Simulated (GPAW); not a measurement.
# AlN (Fm-3m) in GPAW: notebook

The runs below take AlN through single point, with PBE, LDA.

Everything below comes from runs of GPAW 26.7.0. Logs are shortened: lines on timing, memory, paths and dates and some standing lists are left out, and cuts for length are marked. The log counts tension as positive stress, the text compression.

### 1 The crystal as given

The structure is cubic, space group Fm-3m (No. 225). The conventional cell has a = 4.069 Å, b = 4.069 Å, c = 4.069 Å, α = 90.00°, β = 90.00°, γ = 90.00°. Around Al (site symmetry m-3m) lie 6 N at 2.03 Å. Around N (site symmetry m-3m) lie 6 Al at 2.03 Å.

Measurements of this composition are mostly on another form, of space group No. 186.

### 2 Single point, PBE

File run.py:

```python
from ase import Atoms
from ase.dft.bandgap import bandgap
from ase.io import write
from ase.units import GPa
from gpaw import GPAW, PW

atoms = Atoms(['Al', 'N'],
              cell=[[0.0, 2.034518, 2.034518],
                    [2.034518, 0.0, 2.034518],
                    [2.034518, 2.034518, 0.0]],
              scaled_positions=[[0.5, 0.5, 0.5],
                                [0.0, 0.0, 0.0]],
              pbc=True)

calc = GPAW(mode=PW(650),
            xc='PBE',
            kpts={'size': (9, 9, 9), 'gamma': True},
            occupations={'name': 'fermi-dirac', 'width': 0.05},
            nbands=11,
            maxiter=120,
            txt='gpaw.txt')
atoms.calc = calc
energy = atoms.get_potential_energy()
forces = atoms.get_forces()
stress = atoms.get_stress()
calc.write('gs.gpw')
write('result.traj', atoms)
print(f'Energy: {energy:.6f} eV')
print('Forces (eV/A):')
print(forces.round(4))
print('Stress (GPa):', (stress / GPa).round(3))
print('Fermi level:', round(calc.get_fermi_level(), 4), 'eV')
print(f'Gap: {bandgap(calc)[0]:.4f} eV, direct: {bandgap(calc, direct=True)[0]:.4f} eV')
```

Potentials or basis: GPAW PAW data sets (gpaw-data 1.2.1), pw.

Started as:

```
> OMP_NUM_THREADS=1 python run.py
```

gpaw.txt:

```text
__  _  _
 | _ |_)|_||  |
 |__||  | ||/\| - 26.7.0

Input parameters:
  mode=PW(ecut=650.0),
  kpts=MonkhorstPack(size=(9, 9, 9), gamma=True),
  maxiter=120,
  nbands=11,
  occupations=Occupations(name='fermi-dirac', width=0.05),
  xc=XC(name='PBE')

Diagonalizing LCAO Hamiltonian
Converting LCAO to pw mode

              Al

       N

Atoms  # Å, Bohr magnetons
|   | symbol |        x |        y |        z |    initial magnetic moments |
|---|--------|----------|----------|----------|-----------------------------|
| 0 |     Al | 2.034518 | 2.034518 | 2.034518 | ( 0.0000,  0.0000,  0.0000) |
| 1 |      N | 0.000000 | 0.000000 | 0.000000 | ( 0.0000,  0.0000,  0.0000) |

Unit cell  # Å
| periodic |        x |        y |        z |  lengths |    angles |
|----------|----------|----------|----------|----------|-----------|
|      yes | 0.000000 | 2.034518 | 2.034518 | 2.877243 | 60.000000 |
|      yes | 2.034518 | 0.000000 | 2.034518 | 2.877243 | 60.000000 |
|      yes | 2.034518 | 2.034518 | 0.000000 | 2.877243 | 60.000000 |

Number of symmetries: 48
Symmetry operations  # r_c * U_cc + t_c -> r_c
|    | kind |            matrix            |
|----|------|------------------------------|
|  0 |  σ   |  1, 0, 0,  1, 0,-1,  1,-1, 0 |
|  1 |  C2  |  1, 0, 0,  1,-1, 0,  1, 0,-1 |
|  2 |  E   |  1, 0, 0,  0, 1, 0,  0, 0, 1 |
|  3 |  σ   |  1, 0, 0,  0, 0, 1,  0, 1, 0 |
|  4 |  C4  |  1, 0,-1,  1, 0, 0,  1,-1, 0 |
|  5 |  S6  |  1, 0,-1,  1,-1, 0,  1, 0, 0 |
|  6 |  σ   |  1, 0,-1,  0, 1,-1,  0, 0,-1 |
|  7 |  C3  |  1, 0,-1,  0, 0,-1,  0, 1,-1 |
|  8 |  S6  |  1,-1, 0,  1, 0, 0,  1, 0,-1 |
|  9 |  C4  |  1,-1, 0,  1, 0,-1,  1, 0, 0 |
| 10 |  C3  |  1,-1, 0,  0,-1, 1,  0,-1, 0 |
| 11 |  σ   |  1,-1, 0,  0,-1, 0,  0,-1, 1 |
| 12 |  σ   |  0, 1, 0,  1, 0, 0,  0, 0, 1 |
| 13 |  C4  |  0, 1, 0,  0, 1,-1, -1, 1, 0 |
| 14 |  C3  |  0, 1, 0,  0, 0, 1,  1, 0, 0 |
| 15 |  S6  |  0, 1, 0, -1, 1, 0,  0, 1,-1 |
| 16 |  C2  |  0, 1,-1,  1, 0,-1,  0, 0,-1 |
| 17 |  σ   |  0, 1,-1,  0, 1, 0, -1, 1, 0 |
| 18 |  S4  |  0, 1,-1,  0, 0,-1,  1, 0,-1 |
| 19 |  C4  |  0, 1,-1, -1, 1, 0,  0, 1, 0 |
| 20 |  C3  |  0, 0, 1,  1, 0, 0,  0, 1, 0 |
| 21 |  σ   |  0, 0, 1,  0, 1, 0,  1, 0, 0 |
| 22 |  S6  |  0, 0, 1,  0,-1, 1, -1, 0, 1 |
| 23 |  C4  |  0, 0, 1, -1, 0, 1,  0,-1, 1 |
| 24 |  S4  |  0, 0,-1,  1, 0,-1,  0, 1,-1 |
| 25 |  C3  |  0, 0,-1,  0, 1,-1,  1, 0,-1 |
| 26 |  C2  |  0, 0,-1,  0,-1, 0, -1, 0, 0 |
| 27 |  S6  |  0, 0,-1, -1, 0, 0,  0,-1, 0 |
| 28 |  S4  |  0,-1, 1,  1,-1, 0,  0,-1, 0 |
| 29 |  C4  |  0,-1, 1,  0, 0, 1, -1, 0, 1 |
| 30 |  C2  |  0,-1, 1,  0,-1, 0,  1,-1, 0 |
| 31 |  σ   |  0,-1, 1, -1, 0, 1,  0, 0, 1 |
| 32 |  C3  |  0,-1, 0,  1,-1, 0,  0,-1, 1 |
| 33 |  S6  |  0,-1, 0,  0, 0,-1, -1, 0, 0 |
| 34 |  S4  |  0,-1, 0,  0,-1, 1,  1,-1, 0 |
| 35 |  C2  |  0,-1, 0, -1, 0, 0,  0, 0,-1 |
| 36 |  C2  | -1, 1, 0,  0, 1, 0,  0, 1,-1 |
| 37 |  S6  | -1, 1, 0,  0, 1,-1,  0, 1, 0 |
| 38 |  S4  | -1, 1, 0, -1, 0, 1, -1, 0, 0 |
| 39 |  C3  | -1, 1, 0, -1, 0, 0, -1, 0, 1 |
| 40 |  S6  | -1, 0, 1,  0, 0, 1,  0,-1, 1 |
| 41 |  C2  | -1, 0, 1,  0,-1, 1,  0, 0, 1 |
| 42 |  C3  | -1, 0, 1, -1, 1, 0, -1, 0, 0 |
| 43 |  S4  | -1, 0, 1, -1, 0, 0, -1, 1, 0 |
| 44 |  C2  | -1, 0, 0,  0, 0,-1,  0,-1, 0 |
| 45 |  i   | -1, 0, 0,  0,-1, 0,  0, 0,-1 |
| 46 |  σ   | -1, 0, 0, -1, 1, 0, -1, 0, 1 |
| 47 |  C2  | -1, 0, 0, -1, 0, 1, -1, 1, 0 |

BZ-sampling:
  Number of BZ points: 729
  Number of IBZ points: 35

  Monkhorst-Pack size: [9, 9, 9]
  Monkhorst-Pack shift: [0, 0, 0]

K-points  # in reciprocal-cell coordinates
|     |                                coordinates |     weight |
|-----|--------------------------------------------|------------|
|   0 | (  0.00000000,   0.00000000,   0.00000000) | 0.00137174 |
|   1 | (  0.11111111,   0.11111111,   0.00000000) | 0.00823045 |
|   2 | (  0.11111111,   0.11111111,   0.11111111) | 0.01097394 |
|   3 | (  0.22222222,   0.11111111,   0.11111111) | 0.01646091 |
|   4 | (  0.22222222,   0.22222222,   0.00000000) | 0.00823045 |
|   5 | (  0.22222222,   0.22222222,   0.11111111) | 0.03292181 |
|   6 | (  0.22222222,   0.22222222,   0.22222222) | 0.01097394 |
|   7 | (  0.33333333,   0.22222222,   0.11111111) | 0.03292181 |
|   8 | (  0.33333333,   0.22222222,   0.22222222) | 0.03292181 |
|   9 | (  0.33333333,   0.33333333,  -0.33333333) | 0.01646091 |
| ... |                                            |            |
|  34 | (  0.44444444,   0.44444444,   0.44444444) | 0.01097394 |

Plane wave coefficients: 644
Cutoff: 650.0 eV

Spin-components: 1 (collinear spins)
Bands:           11
Projectors:      10
Spin-degeneracy: 2
Datatype:        complex128

Parallelization:
  kpt:    1
  domain: 1
  band:   1

Density:
  Valence electrons: 8.0
  Components: 1
  Grid points: [18 18 18]
  Charge: 0.0  # |e|

Potential:
  Grid points: [18 18 18]

species:
  Al:
    name:    Aluminium
    Z:       13.0
    valence: 3
    core:    10
    charge:  0.0  # [|e|]
    compensation charges:
      type: gauss
      rc: 0.34  # [Å]
      lmax: 2
    cutoffs:
      filter: 1.91  # [Å]
      core: 2.36  # [Å]
    projectors
    | kind |    occ | energy [eV] | rcut [Å] |
    |------|--------|-------------|----------|
    |   3s |  2.000 |      -7.753 |    1.085 |
    |   3p |  1.000 |      -2.712 |    1.085 |
    |    s |        |      19.459 |    1.085 |
    |    p |        |      24.499 |    1.085 |
    |    d |        |       0.000 |    1.085 |

    Using partial waves for Al as LCAO basis

  N:
    name:    Nitrogen
    Z:       7.0
    valence: 5
    core:    2
    charge:  0.0  # [|e|]
    compensation charges:
      type: gauss
      rc: 0.18  # [Å]
      lmax: 2
    cutoffs:
      filter: 1.11  # [Å]
      core: 0.96  # [Å]
    projectors
    | kind |    occ | energy [eV] | rcut [Å] |
    |------|--------|-------------|----------|
    |   2s |  2.000 |     -18.583 |    0.603 |
    |   2p |  3.000 |      -7.089 |    0.529 |
    |    s |        |       8.629 |    0.603 |
    |    p |        |      20.123 |    0.529 |
    |    d |        |       0.000 |    0.577 |

    Using partial waves for N as LCAO basis

Reference energy: -8085.144769  # eV

eigensolver:
  PPCG
  Converge bands: occupied
  niter=2

density mixing:
  MSR1-Mixer
  Pratt-step length: 0.05
  Maximum mixing coefficient: 0.75
  Old densities: 10
  SVD Regularization: 0.005
  Good broyden scale: 1.0
  Trust region scale: 1.0
  Backstep threshold: 4.0
  History deletion threshold: 6.0
  Fourier metric: weight=20.0, sigma=0.015

occupation numbers:
  Fermi-Dirac:
    width: 0.0500  # eV

poisson solver:
  ecut: 5200.0  # eV

xc functional:
  name: PBE with 2 nearest neighbor stencil

convergence criteria:
- Maximum [total energy] change in last 3 cyles: 0.0005 eV / valence electron
- Maximum integral of absolute [dens]ity change: 0.0001 electrons / valence electron
- Maximum integral of absolute [eigenst]ate change: 4e-08 eV^2 / valence electron
maximum number of iterations: 120

SCF iterations
|iter     | |      energy | eigst |  dens |
|---------|-|-------------|-------|-------|
|iter:   1| |  -15.864701 | -0.11 |       |
|iter:   2| |  -15.509538 | -2.45 | -0.63 |
|iter:   3| |  -14.432721 | -1.14 | -0.68 |
|iter:   4| |  -14.445721 | -3.49 | -1.33 |
|iter:   5| |  -14.451516 | -3.76 | -1.65 |
|iter:   6| |  -14.451557 | -5.77 | -2.87 |
|iter:   7| |  -14.451564c| -6.60 | -3.27 |
|iter:   8| |  -14.451564c| -7.96c| -4.86c|

Converged in 8 steps
Energy contributions relative to reference atoms: (reference = -8085.144769)

Energy contributions:
  Kinetic:          12.150251
  Coulomb:          -8.783103
  Zero:              0.010417
  External:          0.000000
  Xc:              -17.829129
  Entropy:          -0.000000
  Spinorbit:         0.000000
  ----------------------------
  Free energy:     -14.451564
  Extrapolated:    -14.451564

dipole moment: (-10.088174, -10.088174, -10.088174)  # |e|*Ang

Fermi level: 10.701
Eigenvalues  # (at kpt = [0.000, 0.000, 0.000])
| band index |      eig [eV] | occ [0-2] |
|------------|---------------|-----------|
|          0 |        -7.658 |     2.000 |
|          1 |         9.757 |     2.000 |
|          2 |         9.757 |     2.000 |
|          3 |         9.757 |     2.000 |
|          4 |        15.134 |     0.000 |
|          5 |        21.824 |     0.000 |
|          6 |        21.824 |     0.000 |
|          7 |        21.824 |     0.000 |
|          8 |        27.024 |     0.000 |
|          9 |        27.423 |     0.000 |
|         10 |        28.332 |     0.000 |

Gap: 4.610 eV
Transition (v -> c):
  (s=0, k=0, n=3, [0.00, 0.00, 0.00]) -> (s=0, k=30, n=4, [0.44, 0.44, 0.00])
Direct/indirect transitions are different
Direct gap: 5.376 eV
Transition at: (s=0, k=0, n=3, [0.00, 0.00, 0.00])

Forces  # eV/Ang
|       x |       y |       z |
|---------|---------|---------|
| 0.00000 | 0.00000 | 0.00000 |  # Al   0
| 0.00000 | 0.00000 | 0.00000 |  # N    1

Stress tensor  # eV/Ang^3
|         x |         y |         z |
|-----------|-----------|-----------|
|  0.018432 | -0.000000 | -0.000000 |
| -0.000000 |  0.018432 |  0.000000 |
| -0.000000 |  0.000000 |  0.018432 |

# Writing to gs.gpw (mode='')
```

stdout:

```text
Energy: -14.451564 eV
Forces (eV/A):
[[0. 0. 0.]
 [0. 0. 0.]]
Stress (GPa): [ 2.953  2.953  2.953  0.    -0.    -0.   ]
Fermi level: 10.7008 eV
Gap: 4.6097 eV, direct: 5.3765 eV
```

It took 6.7 s on 1 thread of AMD EPYC 7B13 (Zen 3), shared host; peak memory 0.13 GiB.

What came out:

```
Free energy            : -14.4516 eV
Pressure               : -3.0 GPa
Band gap on the k mesh : 4.61 eV, indirect (least direct gap 5.38 eV)
```

Caveat: the cutoff is short for stress and forces, so pressures can be off by a GPa or more; an odd mesh through Γ misses points on the zone boundary, where band edges often lie.

### 3 Single point, LDA

run.py, as its differences from that of step 2:

```diff
@@ -15,3 +15,3 @@
 calc = GPAW(mode=PW(650),
-            xc='PBE',
+            xc='LDA',
             kpts={'size': (9, 9, 9), 'gamma': True},
```

Potentials or basis: the program's PAW data sets (release 1.2.1) made for this functional, pw.

Started as:

```
> OMP_NUM_THREADS=1 python run.py
```

gpaw.txt:

```text
__  _  _
 | _ |_)|_||  |
 |__||  | ||/\| - 26.7.0

Input parameters:
  mode=PW(ecut=650.0),
  kpts=MonkhorstPack(size=(9, 9, 9), gamma=True),
  maxiter=120,
  nbands=11,
  occupations=Occupations(name='fermi-dirac', width=0.05),
  xc=XC(name='LDA')

Diagonalizing LCAO Hamiltonian
Converting LCAO to pw mode

              Al

       N

Atoms  # Å, Bohr magnetons
|   | symbol |        x |        y |        z |    initial magnetic moments |
|---|--------|----------|----------|----------|-----------------------------|
| 0 |     Al | 2.034518 | 2.034518 | 2.034518 | ( 0.0000,  0.0000,  0.0000) |
| 1 |      N | 0.000000 | 0.000000 | 0.000000 | ( 0.0000,  0.0000,  0.0000) |

Unit cell  # Å
| periodic |        x |        y |        z |  lengths |    angles |
|----------|----------|----------|----------|----------|-----------|
|      yes | 0.000000 | 2.034518 | 2.034518 | 2.877243 | 60.000000 |
|      yes | 2.034518 | 0.000000 | 2.034518 | 2.877243 | 60.000000 |
|      yes | 2.034518 | 2.034518 | 0.000000 | 2.877243 | 60.000000 |

Number of symmetries: 48
Symmetry operations  # r_c * U_cc + t_c -> r_c
|    | kind |            matrix            |
|----|------|------------------------------|
|  0 |  σ   |  1, 0, 0,  1, 0,-1,  1,-1, 0 |
|  1 |  C2  |  1, 0, 0,  1,-1, 0,  1, 0,-1 |
|  2 |  E   |  1, 0, 0,  0, 1, 0,  0, 0, 1 |
|  3 |  σ   |  1, 0, 0,  0, 0, 1,  0, 1, 0 |
|  4 |  C4  |  1, 0,-1,  1, 0, 0,  1,-1, 0 |
|  5 |  S6  |  1, 0,-1,  1,-1, 0,  1, 0, 0 |
|  6 |  σ   |  1, 0,-1,  0, 1,-1,  0, 0,-1 |
[... 168 lines left out ...]
- Maximum integral of absolute [dens]ity change: 0.0001 electrons / valence electron
- Maximum integral of absolute [eigenst]ate change: 4e-08 eV^2 / valence electron
maximum number of iterations: 120

SCF iterations
|iter     | |      energy | eigst |  dens |
|---------|-|-------------|-------|-------|
|iter:   1| |  -17.602726 | -0.11 |       |
|iter:   2| |  -17.239175 | -2.42 | -0.63 |
|iter:   3| |  -16.127213 | -1.15 | -0.68 |
|iter:   4| |  -16.126572 | -3.66 | -1.34 |
|iter:   5| |  -16.127447c| -4.16 | -1.66 |
|iter:   6| |  -16.127462c| -6.32 | -2.95 |
|iter:   7| |  -16.127465c| -6.76 | -3.35 |
|iter:   8| |  -16.127465c| -8.21c| -5.03c|

Converged in 8 steps
Energy contributions relative to reference atoms: (reference = -8049.295751)

Energy contributions:
  Kinetic:          11.954299
  Coulomb:          -8.658959
  Zero:              0.008060
  External:          0.000000
  Xc:              -19.430865
  Entropy:          -0.000000
  Spinorbit:         0.000000
  ----------------------------
  Free energy:     -16.127465
  Extrapolated:    -16.127465

dipole moment: (-10.074037, -10.074037, -10.074037)  # |e|*Ang

Fermi level: 10.476
Eigenvalues  # (at kpt = [0.000, 0.000, 0.000])
| band index |      eig [eV] | occ [0-2] |
|------------|---------------|-----------|
|          0 |        -7.808 |     2.000 |
|          1 |         9.472 |     2.000 |
|          2 |         9.472 |     2.000 |
|          3 |         9.472 |     2.000 |
|          4 |        14.930 |     0.000 |
|          5 |        21.422 |     0.000 |
|          6 |        21.422 |     0.000 |
|          7 |        21.422 |     0.000 |
|          8 |        26.746 |     0.000 |
|          9 |        26.986 |     0.000 |
|         10 |        27.708 |     0.000 |

Gap: 4.443 eV
Transition (v -> c):
  (s=0, k=0, n=3, [0.00, 0.00, 0.00]) -> (s=0, k=30, n=4, [0.44, 0.44, 0.00])
Direct/indirect transitions are different
Direct gap: 5.458 eV
Transition at: (s=0, k=0, n=3, [0.00, 0.00, 0.00])

Forces  # eV/Ang
|        x |       y |       z |
|----------|---------|---------|
| -0.00000 | 0.00000 | 0.00000 |  # Al   0
|  0.00000 | 0.00000 | 0.00000 |  # N    1

Stress tensor  # eV/Ang^3
|         x |         y |         z |
|-----------|-----------|-----------|
|  0.091531 |  0.000000 | -0.000000 |
|  0.000000 |  0.091531 | -0.000000 |
| -0.000000 | -0.000000 |  0.091531 |

# Writing to gs.gpw (mode='')
```

It took 6.8 s on 1 thread of AMD EPYC 7B13 (Zen 3), shared host; peak memory 0.13 GiB.

Results:

```
Free energy            : -16.1275 eV
Pressure               : -14.7 GPa
Band gap on the k mesh : 4.44 eV, indirect (least direct gap 5.46 eV)
```

Levels at points of the mesh, in eV from the valence-band top:
```tsv
k point	band 1	band 2	band 3	band 4	band 5	band 6	band 7
(0.00, 0.00, 0.00)	-17.28	0.00	0.00	0.00	5.46	11.95	11.95
```

Caveat: the cutoff is short for stress and forces, so pressures can be off by a GPa or more; an odd mesh through Γ misses points on the zone boundary, where band edges often lie.
